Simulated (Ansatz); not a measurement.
KBr:

```
Br K
1.0
     0.00000    3.30000    3.30000
     3.30000    0.00000    3.30000
     3.30000    3.30000    0.00000
Br K
1 1
Direct
  0.50000 0.50000 0.50000
  0.00000 0.00000 0.00000
```

Base run:

- Program: Ansatz 0.2.0
- Functional: RPBE
- Potentials or basis: all-electron LAPW, scalar-relativistic
- Cutoff: 127 eV (chosen from the basis error)
- Basis error allowed: 0.001 eV/atom
- k mesh: 7 × 7 × 7
- Occupations: fermi-dirac, width 0.05 eV
- Spin: no spin polarisation

Its results: band gap on the k mesh 4.77 eV, direct; pressure 2.1 GPa.

**Question.** The run is repeated on the same cell with these changes: functional from RPBE to PBEsol. What comes out?

**Answer.** Band gap on the k mesh 4.28 eV, direct; pressure -0.3 GPa.

PBEsol binds more tightly than RPBE, so the same cell stands under less pressure.
